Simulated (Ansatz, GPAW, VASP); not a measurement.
# PbSe: programs and potentials compared

```
Pb Se
1.0
     0.00000    3.06065    3.06065
     3.06065    0.00000    3.06065
     3.06065    3.06065    0.00000
Pb Se
1 1
Direct
  0.00000 0.00000 0.00000
  0.50000 0.50000 0.50000
```

Alike in all runs: task single point; functional PBE; k mesh 8 × 8 × 8; occupations gaussian, width 0.05 eV; no spin polarisation; no spin-orbit coupling. Pressure is positive in compression and, in plane waves, holds the error of the finite cutoff, which Ansatz's Pulay term estimates and takes out.

```
                        program and potentials  plane-wave cutoff (eV)                                    notes  band gap (eV)  pressure (GPa)
                            Ansatz, Ansatz PAW                     420  15 valence electrons an atom on average           0.29            2.43
          VASP, PBE PAW files Pb_d, Se, 520 eV                     520  10 valence electrons an atom on average           0.29            2.40
Ansatz, all-electron LAPW, scalar-relativistic                       -                                        -           0.28            2.43
    GPAW, GPAW PAW data sets (gpaw-data 1.2.1)                     600  10 valence electrons an atom on average           0.24            2.22
```

The band gap spans 0.24 (GPAW, GPAW PAW data sets (gpaw-data 1.2.1)) to 0.29 eV (VASP, PBE PAW files Pb_d, Se, 520 eV), with all-electron results at 0.28. The pressure spans 2.22 (GPAW, GPAW PAW data sets (gpaw-data 1.2.1)) to 2.43 GPa (Ansatz, all-electron LAPW, scalar-relativistic), with all-electron results at 2.43. Spin-orbit coupling, left out here, moves the band edges of heavy atoms.

The functional is the same throughout but for its coding, so the spread measures potentials, basis and numerics; runs on potential files found faulty are left out.
